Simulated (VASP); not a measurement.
**Sr: single point with PBE**

Crystal: Sr.

```
CELL_PARAMETERS angstrom
4.51498 0.00000 0.00000
-2.25749 3.91009 0.00000
0.00000 0.00000 7.27955
ATOMIC_POSITIONS crystal
Sr 0.33333 0.66667 0.25000
Sr 0.66667 0.33333 0.75000
```

The cell isn't the ideal one: strained and moved within the space group.

```yaml
Program: VASP 6.6.1
Task: single point
Functional: PBE
Potentials_or_basis: VASP PAW PBE potentials, release 64 (Sr_sv)
Cutoff: 520 eV
k_mesh: 12 × 12 × 6
Occupations: gaussian, width 0.1 eV
Spin: no spin polarisation
Dipole_correction: no
Further_INCAR_settings: ALGO = Fast; EDIFF = 1e-07; NBANDS = 17
```

```yaml
Pressure: -1.4 GPa
Band_gap_on_the_k_mesh: none (metal or under the smearing width)
```

Stress tensor (GPa, compression positive):
```
-1.46  0.00  0.00
 0.00 -1.46  0.00
 0.00  0.00 -1.19
```

Levels at points of the mesh, in eV from the Fermi level:
| k point | band 8 | band 9 | band 10 | band 11 | band 12 | band 13 |
| --- | --- | --- | --- | --- | --- | --- |
| (0.00, 0.00, 0.00) | -18.86 | -3.43 | -1.04 | -0.07 | 2.10 | 2.10 |
| (0.50, 0.00, 0.00) | -18.88 | -1.14 | -0.61 | 0.17 | 0.27 | 1.16 |
| (0.00, 0.00, 0.50) | -18.87 | -2.59 | -2.59 | 1.23 | 1.23 | 2.09 |
| (0.50, 0.00, 0.50) | -18.89 | -0.75 | -0.75 | 0.09 | 0.09 | 1.27 |

Run time: 2.4 min on 1 thread of Intel(R) Xeon(R) 6975P-C (Granite Rapids) (shared host), peak memory 0.33 GiB.
